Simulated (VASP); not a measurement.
# KI (Fm-3m) in VASP: further runs

The runs below take KI through single point, with PBE.

All numbers are computed with VASP 6.6.1; they aren't measurements. Logs are shortened: lines on timing, memory, paths and dates and some standing lists are left out, and cuts for length are marked.

**The experiment to reproduce.**

From a printed reference work, monograph, for a bulk crystal of KI: band gap 6.32 eV.

How close the calculation comes is told below.

### 1 The cell of the first run

The structure is cubic, space group Fm-3m (No. 225). The conventional cell has a = 7.123 Å, b = 7.123 Å, c = 7.123 Å, α = 90.00°, β = 90.00°, γ = 90.00°. Within 4.7 Å of K (site symmetry m-3m) lie 6 I at 3.56 Å. I (site symmetry m-3m) has 6 K at 3.56 Å within 4.7 Å.

### 2 Single point, PBE

The input, INCAR:

```
SYSTEM = KI
PREC = Accurate
ENCUT = 500
EDIFF = 1E-6
ISMEAR = 0
SIGMA = 0.01
LREAL = .FALSE.
LASPH = .TRUE.
NELM = 120
ALGO = Normal
ISIF = 2
LWAVE = .FALSE.
LCHARG = .TRUE.
GGA = PE
LELF = .TRUE.
LVHAR = .TRUE.
NBANDS = 15
GGA_COMPAT = .FALSE.
```

The input, KPOINTS:

```
Automatic mesh
0
G
  4 4 4
  0 0 0
```

The input, POSCAR:

```
KI
1.0
    0.0000000000      3.5616830187      3.5616830187
    3.5616830187      0.0000000000      3.5616830187
    3.5616830187      3.5616830187      0.0000000000
K I
1 1
Direct
    0.0000000000      0.0000000000      0.0000000000
    0.5000000000      0.5000000000      0.5000000000
```

Potentials or basis: VASP PAW PBE potentials, release 64 (K_sv, I).

Run with:

```sh
cat potpaw_PBE.64/K_sv/POTCAR potpaw_PBE.64/I/POTCAR > POTCAR
mpirun -np 1 vasp_std > vasp.out
```

OUTCAR:

```text
SYSTEM = KI
   PREC = Accurate
   ENCUT = 500
   EDIFF = 1E-6
   ISMEAR = 0
   LREAL = .FALSE.
   LASPH = .TRUE.
   NELM = 120
   ISIF = 2
   GGA = PE

 ion  position               nearest neighbor table
   1  0.000  0.000  0.000-   2 3.56   2 3.56   2 3.56   2 3.56   2 3.56   2 3.56
   2  0.500  0.500  0.500-   1 3.56   1 3.56   1 3.56   1 3.56   1 3.56   1 3.56

  LATTYP: Found a face centered cubic cell.
 ALAT       =     7.1233660374

  Lattice vectors:

 A1 = (   0.0000000000,   3.5616830187,   3.5616830187)
 A2 = (   3.5616830187,   0.0000000000,   3.5616830187)
 A3 = (   3.5616830187,   3.5616830187,   0.0000000000)

Analysis of symmetry for initial positions (statically):
=====================================================================
 Subroutine PRICEL returns:
 Original cell was already a primitive cell.

 Routine SETGRP: Setting up the symmetry group for a
 face centered cubic supercell.

 Subroutine GETGRP returns: Found 48 space group operations
 (whereof 48 operations were pure point group operations)
 out of a pool of 48 trial point group operations.

The static configuration has the point symmetry O_h .

Analysis of symmetry for dynamics (positions and initial velocities):
=====================================================================
 Subroutine PRICEL returns:
 Original cell was already a primitive cell.

 Routine SETGRP: Setting up the symmetry group for a
 face centered cubic supercell.

 Subroutine GETGRP returns: Found 48 space group operations
 (whereof 48 operations were pure point group operations)
 out of a pool of 48 trial point group operations.

The dynamic configuration has the point symmetry O_h .

 Subroutine INISYM returns: Found 48 space group operations
 (whereof 48 operations are pure point group operations),
 and found     1 'primitive' translations

----------------------------------------------------------------------------------------

                                     Primitive cell

  volume of cell :      90.3641

  direct lattice vectors                    reciprocal lattice vectors
     0.000000000  3.561683019  3.561683019    -0.140383071  0.140383071  0.140383071
     3.561683019  0.000000000  3.561683019     0.140383071 -0.140383071  0.140383071
     3.561683019  3.561683019  0.000000000     0.140383071  0.140383071 -0.140383071

  length of vectors
     5.036980430  5.036980430  5.036980430     0.243150611  0.243150611  0.243150611

  position of ions in fractional coordinates (direct lattice)
     0.000000000  0.000000000  0.000000000
     0.500000000  0.500000000  0.500000000

  ion indices of the primitive-cell ions
   primitive index   ion index
                 1           1
                 2           2

----------------------------------------------------------------------------------------

 KPOINTS: Automatic mesh

Automatic generation of k-mesh.
 Grid dimensions read from file:
 generate k-points for:    4    4    4

 Generating k-lattice:

  Cartesian coordinates                     Fractional coordinates (reciprocal lattice)
    -0.035095768  0.035095768  0.035095768     0.250000000  0.000000000  0.000000000
     0.035095768 -0.035095768  0.035095768     0.000000000  0.250000000  0.000000000
     0.035095768  0.035095768 -0.035095768     0.000000000  0.000000000  0.250000000

  Length of vectors
     0.060787653  0.060787653  0.060787653

  Shift w.r.t. Gamma in fractional coordinates (k-lattice)
     0.000000000  0.000000000  0.000000000

 Subroutine IBZKPT returns following result:
 ===========================================

 Found      8 irreducible k-points:

 Following reciprocal coordinates:
            Coordinates               Weight
  0.000000  0.000000  0.000000      1.000000
  0.250000  0.000000  0.000000      8.000000
  0.500000  0.000000  0.000000      4.000000
  0.250000  0.250000  0.000000      6.000000
  0.500000  0.250000  0.000000     24.000000
 -0.250000  0.250000  0.000000     12.000000
  0.500000  0.500000  0.000000      3.000000
 -0.250000  0.500000  0.250000      6.000000
   k-points           NKPTS =      8   k-points in BZ     NKDIM =      8   number of bands    NBANDS=     15
   number of dos      NEDOS =    301   number of ions     NIONS =      2
   total plane-waves  NPLWV =  64000
   dimension x,y,z NGX =    40 NGY =   40 NGZ =   40
   dimension x,y,z NGXF=    80 NGYF=   80 NGZF=   80
   ions per type =               1   1
   NGX,Y,Z   is equivalent  to a cutoff of  13.20, 13.20, 13.20 a.u.
   NGXF,Y,Z  is equivalent  to a cutoff of  26.40, 26.40, 26.40 a.u.
 SYSTEM =  KI
   PREC   = accura    normal or accurate (medium, high low for compatibility)
   ISTART =      0    job   : 0-new  1-cont  2-samecut
   ICHARG =      2    charge: 1-file 2-atom 10-const
   ISPIN  =      1    spin polarized calculation?
   LNONCOLLINEAR =      F non collinear calculations
   LSORBIT =      F    spin-orbit coupling
   LASPH  =      T    aspherical Exc in radial PAW
   ENCUT  =  500.0 eV  36.75 Ry    6.06 a.u.   9.18  9.18  9.18*2*pi/ulx,y,z
   NELM   =    120;   NELMIN=  2; NELMDL= -5     # of ELM steps
   EDIFF  = 0.1E-05   stopping-criterion for ELM
   LREAL  =      F    real-space projection
   EDIFFG = 0.1E-04   stopping-criterion for IOM
   NSW    =      0    number of steps for IOM
   IBRION =     -1    ionic relax: 0-MD 1-quasi-New 2-CG
   NFREE  =      0    steps in history (QN), initial steepest desc. (CG)
   ISIF   =      2    stress and relaxation
   ISYM   =      2    0-nonsym 1-usesym 2-fastsym
   POTIM  = 0.5000    time-step for ionic-motion
   TEBEG  =    0.0;   TEEND  =   0.0 temperature during run
   PSTRESS=    0.0 pullay stress
   NELECT =      16.0000    total number of electrons
   NUPDOWN=      -1.0000    fix difference up-down
   EMIN   =  10.00;   EMAX   =-10.00  energy-range for DOS
   EFERMI =   0.00;   METHOD = LEGACY
   ISMEAR =     0;   SIGMA  =   0.01  broadening in eV -4-tet -1-fermi 0-gaus
   EFERMI_NEDOS =   21; number of points for ismear=-14 and -15
   IALGO  =     38    algorithm
   IMIX   =      4    mixing-type and parameters
     AMIX     =   0.40;   BMIX     =  1.00
     AMIX_MAG =   1.60;   BMIX_MAG =  1.00
  volume/ion in A,a.u.               =      45.18       304.90
  Fermi-wavevector in a.u.,A,eV,Ry     =   0.919284  1.737194 11.498046  0.845083
  Thomas-Fermi vector in A             =   2.044460
   LORBIT       =      0    0 simple, 1 ext, 2 COOP (PROOUT), +10 PAW based schemes
   GGA     = PE    functional components
   LHFCALC =     F    Hartree Fock is set to
   AEXX    =    0.0000 exact exchange contribution
   IVDW    =     0    specifies the selected vdW correction
   LEPSILON=     F    determine dielectric tensor
   LRPA    =     F    only Hartree local field effects (RPA)
 non-spin polarized calculation
 Gauss-broadening in eV      SIGMA  =   0.01
  energy-cutoff  :      500.00
  volume of cell :       90.36
 maximum number of plane-waves:      2305
 NGX is ok and might be reduce to    40
   NGX = 19   NGY = 19   NGZ = 19

 number of electron      16.0000000 magnetization

 Free energy of the ion-electron system (eV)
  ---------------------------------------------------
  ext. energy  EPLUGINS =         0.00000000
  ---------------------------------------------------
  free energy    TOTEN  =        -5.56185344 eV

  energy without entropy =       -5.56185344  energy(sigma->0) =       -5.56185344

 E-fermi :  -0.4477     XC(G=0):  -7.0823

 val. band max:       -0.5393595803   @ k =   0.0000   0.0000   0.0000
 cond. band min:       3.3666314759   @ k =   0.0000   0.0000   0.0000
 fundamental gap:      3.9059910562
 Fermi energy:        -0.4477303094

 k-point     1 :       0.0000    0.0000    0.0000
  band No.  band energies     occupation
      1     -29.0868      2.00000
      2     -12.5712      2.00000
      3     -12.5712      2.00000
      4     -12.5712      2.00000
      5     -11.0054      2.00000
      6      -0.5394      2.00000
      7      -0.5394      2.00000
      8      -0.5394      2.00000
      9       3.3666      0.00000
     10       5.9655      0.00000
     11       5.9655      0.00000
     12       5.9655      0.00000
     13       6.6663      0.00000
     14       6.6663      0.00000
     15       9.2188      0.00000

 k-point     2 :       0.2500    0.0000    0.0000
  band No.  band energies     occupation
      1     -29.0859      2.00000
      2     -12.6381      2.00000
      3     -12.5723      2.00000
      4     -12.5723      2.00000
      5     -10.8792      2.00000
      6      -1.2667      2.00000
      7      -0.7048      2.00000
      8      -0.7048      2.00000
      9       4.4546      0.00000
     10       6.0083      0.00000
     11       6.5593      0.00000
     12       6.5593      0.00000
     13       7.3363      0.00000
     14       7.3363      0.00000
     15       9.6539      0.00000

 k-point     3 :       0.5000    0.0000    0.0000
  band No.  band energies     occupation
      1     -29.0850      2.00000
      2     -12.6975      2.00000
      3     -12.5734      2.00000
      4     -12.5734      2.00000
      5     -10.7584      2.00000
      6      -1.8042      2.00000
      7      -0.8555      2.00000
      8      -0.8555      2.00000
      9       4.9568      0.00000
     10       7.0963      0.00000
     11       7.5538      0.00000
     12       7.5538      0.00000
     13       8.1206      0.00000
     14       8.1206      0.00000
     15       8.6402      0.00000

 k-point     4 :       0.2500    0.2500    0.0000
  band No.  band energies     occupation
      1     -29.0856      2.00000
      2     -12.6202      2.00000
      3     -12.5793      2.00000
      4     -12.5793      2.00000
      5     -10.8870      2.00000
      6      -1.2869      2.00000
      7      -0.7361      2.00000
      8      -0.7361      2.00000
      9       4.6780      0.00000
     10       5.0115      0.00000
     11       7.0442      0.00000
     12       7.3190      0.00000
     13       7.3190      0.00000
     14       7.4953      0.00000
     15       9.5174      0.00000

 k-point     5 :       0.5000    0.2500    0.0000
  band No.  band energies     occupation
      1     -29.0848      2.00000
      2     -12.6486      2.00000
      3     -12.5880      2.00000
      4     -12.5805      2.00000
      5     -10.8138      2.00000
      6      -1.5279      2.00000
      7      -1.0568      2.00000
      8      -0.8745      2.00000
      9       5.1242      0.00000
     10       6.0929      0.00000
     11       6.7314      0.00000
     12       7.6715      0.00000
     13       8.1218      0.00000
     14       8.4902      0.00000
     15       9.1682      0.00000

 k-point     6 :      -0.2500    0.2500    0.0000
  band No.  band energies     occupation
      1     -29.0850      2.00000
      2     -12.6584      2.00000
      3     -12.5893      2.00000
      4     -12.5735      2.00000
      5     -10.8055      2.00000
      6      -1.5210      2.00000
      7      -1.0181      2.00000
      8      -0.8465      2.00000
      9       5.5493      0.00000
     10       5.9705      0.00000
     11       6.6179      0.00000
     12       7.1632      0.00000
     13       8.0065      0.00000
     14       8.3135      0.00000
     15       9.1013      0.00000

 k-point     7 :       0.5000    0.5000    0.0000
  band No.  band energies     occupation
      1     -29.0845      2.00000
      2     -12.6116      2.00000
      3     -12.5876      2.00000
      4     -12.5876      2.00000
      5     -10.8720      2.00000
      6      -1.4993      2.00000
      7      -0.8922      2.00000
      8      -0.8922      2.00000
      9       4.4328      0.00000
     10       5.1689      0.00000
     11       7.5293      0.00000
     12       8.0948      0.00000
     13       8.1455      0.00000
     14       9.0141      0.00000
     15       9.0141      0.00000

 k-point     8 :      -0.2500    0.5000    0.2500
  band No.  band energies     occupation
      1     -29.0845      2.00000
      2     -12.6143      2.00000
      3     -12.5995      2.00000
      4     -12.5995      2.00000
      5     -10.8218      2.00000
      6      -1.2378      2.00000
      7      -1.2378      2.00000
      8      -1.1102      2.00000
      9       5.9122      0.00000
     10       5.9122      0.00000
     11       6.0300      0.00000
     12       7.5559      0.00000
     13       8.2211      0.00000
     14       9.0448      0.00000
     15       9.3735      0.00000

------------------------ aborting loop because EDIFF is reached ----------------------------------------

  FORCE on cell =-STRESS in cart. coord.  units (eV):
  Direction    XX          YY          ZZ          XY          YZ          ZX
  --------------------------------------------------------------------------------------
  -------------------------------------------------------------------------------------
  Total        0.1770440      0.1770440      0.1770440     -0.0000000     -0.0000000      0.0000000
  in kB        3.1390336      3.1390336      3.1390336     -0.0000000     -0.0000000      0.0000000
  external PRESSURE =       3.1390336 kB  Pullay stress =       0.0000000 kB

 VOLUME and BASIS-vectors are now :
 -----------------------------------------------------------------------------
  energy-cutoff  :      500.00
  volume of cell :       90.36
      direct lattice vectors                 reciprocal lattice vectors
     0.000000000  3.561683019  3.561683019    -0.140383071  0.140383071  0.140383071
     3.561683019  0.000000000  3.561683019     0.140383071 -0.140383071  0.140383071
     3.561683019  3.561683019  0.000000000     0.140383071  0.140383071 -0.140383071

 POSITION                                       TOTAL-FORCE (eV/Angst)
 -----------------------------------------------------------------------------------
      0.00000      0.00000      0.00000         0.000000      0.000000      0.000000
      3.56168      3.56168      3.56168        -0.000000      0.000000     -0.000000
 -----------------------------------------------------------------------------------
    total drift:                                0.000000     -0.000000     -0.000000

  FREE ENERGIE OF THE ION-ELECTRON SYSTEM (eV)
  ---------------------------------------------------
  free  energy   TOTEN  =        -5.5618534402 eV

  energy  without entropy=       -5.5618534402  energy(sigma->0) =       -5.56185344
```

Wall time 20 s (1 thread of AMD EPYC 7R43 (Zen 3), shared host); peak memory 0.2 GiB.

Results:

| Property | Result |
| --- | --- |
| Free energy | -5.5619 eV |
| Pressure | 0.3 GPa |
| Band gap on the k mesh | 3.91 eV |

Levels at points of the mesh, in eV from the valence-band top:
| k point | band 5 | band 6 | band 7 | band 8 | band 9 | band 10 | band 11 | band 12 |
| --- | --- | --- | --- | --- | --- | --- | --- | --- |
| (0.00, 0.00, 0.00) | -10.47 | 0.00 | 0.00 | 0.00 | 3.91 | 6.50 | 6.50 | 6.50 |
| (0.50, 0.00, 0.00) | -10.22 | -1.26 | -0.32 | -0.32 | 5.50 | 7.64 | 8.09 | 8.09 |
| (0.50, 0.50, 0.00) | -10.33 | -0.96 | -0.35 | -0.35 | 4.97 | 5.71 | 8.07 | 8.63 |

Caveat: spin-orbit coupling is left out, which moves the levels of the heavy elements.

(Continued in part 2 of 2.)
